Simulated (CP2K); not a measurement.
Runs of CP2K 2026.2 on ZrO2. The structure is cubic, space group Fm-3m (No. 225). Conventional cell: a = 5.090 Å, b = 5.090 Å, c = 5.090 Å, α = 90.00°, β = 90.00°, γ = 90.00°. Zr (site symmetry m-3m) is surrounded by 8 O at 2.20 Å. Around O (site symmetry -43m) lie 4 Zr at 2.20 Å. Measurements of this composition are mostly on another form, of space group No. 14.

```tsv
level	potentials or basis	smearing	NGRIDS	points a segment of the path (NPOINTS)	bands added on the path	CUTOFF of the grids	gap on the mesh (eV)	pressure (GPa)
r2SCAN	POTENTIAL_UZH Zr GTH-SCAN-q12, O GTH-SCAN-q6; TZVP-MOLOPT-SCAN-GTH basis	fermi-dirac 0.1 eV	4	6	4	850 Ry	(a)	2.1
PBEsol	POTENTIAL_UZH Zr GTH-PBE-q12, O GTH-PBE-q6; TZVP-MOLOPT-PBE-GTH basis	fermi-dirac 0.0259 eV	4	10	6	600 Ry	3.43	-0.7
TB-mBJ	POTENTIAL_UZH Zr GTH-PBE-q12, O GTH-PBE-q6; TZVP-MOLOPT-PBE-GTH basis	fermi-dirac 0.1 eV	5	6	2	850 Ry	3.67	-
LDA	GTH_POTENTIALS Zr GTH-PADE-q12, O GTH-PADE-q6; TZVP-MOLOPT-PBE-GTH basis	fermi-dirac 0.05 eV	5	10	6	600 Ry	(b)	-9.5
```

Alike in all rows: task band structure; no spin polarisation; cell as given; k mesh 9 × 9 × 9.

Problem. Estimate the missing entries.

Solution. (a) 4.01; (b) 3.28.

Caveats: the basis of atomic orbitals isn't converged, which shifts pressures, moduli and gaps; the potentials were made for another functional, which shifts forces and pressure (some runs); this is a model potential without an energy functional, so only levels have meaning (some runs).

A k mesh can miss the band edges, and the runs leave out spin-orbit coupling on Zr.

Runs at the PBE level aren't shown here.
